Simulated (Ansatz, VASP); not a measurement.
**One calculation of ZrC, two programs**

```
Zr C
1.0
     0.00000    2.36500    2.36500
     2.36500    0.00000    2.36500
     2.36500    2.36500    0.00000
Zr C
1 1
Direct
  0.50000 0.50000 0.50000
  0.00000 0.00000 0.00000
```

Alike in both runs: functional PBE; k mesh 10 × 10 × 10; occupations gaussian, width 0.02 eV; no spin polarisation.

```csv
,VASP,Ansatz
version,VASP 6.6.1,Ansatz 0.2.0
potentials or method,"VASP PAW PBE potentials, release 64 (Zr_sv, C)",Ansatz PAW
plane-wave cutoff (eV),520,420
valence electrons in the cell,16,16
task,electric field gradients,single point
```

Ansatz gave:

```
gap on the k mesh at the Fermi level (eV) : none
pressure (GPa)                            : -3.0
```

Q: Estimate VASP's values.

A: gap on the k mesh at the Fermi level (eV): none; pressure (GPa): -2.7.

A gap of «none» marks a metal or a gap that the smearing closes. The functional is the same, so the differences come from potentials, cutoffs and numerics.
